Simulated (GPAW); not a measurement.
Records of electronic-structure calculations.

```
! title: MgI2 (1T monolayer): one start, several treatments of the self-energy
! method: DFT, LDA, plane waves, PAW (and 3 further levels or steps)
! program: GPAW 26.7.0
! settings: cutoff 450 eV, GPAW PAW setups 1.2.1 data release, 6×6×1 k-mesh, nbands 343
! notes: The structure was relaxed with LDA. Limits: no spin-orbit coupling.
! one-shot HSE06: 4.588 eV
! G0W0, extrapolated in the cutoff: 5.927 eV
! one-shot Hartree-Fock: 10.243 eV
! known limits: short of the basis limit; no spin-orbit coupling
CELL_PARAMETERS angstrom
4.06971 0.00000 0.00000
-2.03486 3.52447 0.00000
0.00000 0.00000 14.30000
ATOMIC_POSITIONS crystal
Mg 0.00000 0.00000 0.50000
I 0.33333 0.66667 0.61564
I 0.66667 0.33333 0.38436
```

[Long decimals in the printed logs are rounded to 6 places.]

[Logs are printed without paths, hosts, clocks, repeated set-up lines and the standing remarks that a program may print on its own settings, such as how far it seeks lower states.]

[Paths, hosts, dates, memory and timing lines, banners, echoed tables and standing remarks are left out of the program output; an Ansatz launch command may be rebuilt from the run's recorded settings. Measured values are a selection of at most five: reports struck by readers or far from the other reports are left out. None is set beside runs whose start may be inverted or whose files or cutoffs have a known fault.]

[Runs of the session that timed out or met a known fault of the program may be left out.]

[Hosts, paths, dates, database ids (printed as entryN), source tags and the programs' standing remarks are cut or masked in the printed files.]

[Where the starting crystal was built by hand or by swapping elements, it need not be the compound's stable phase.]
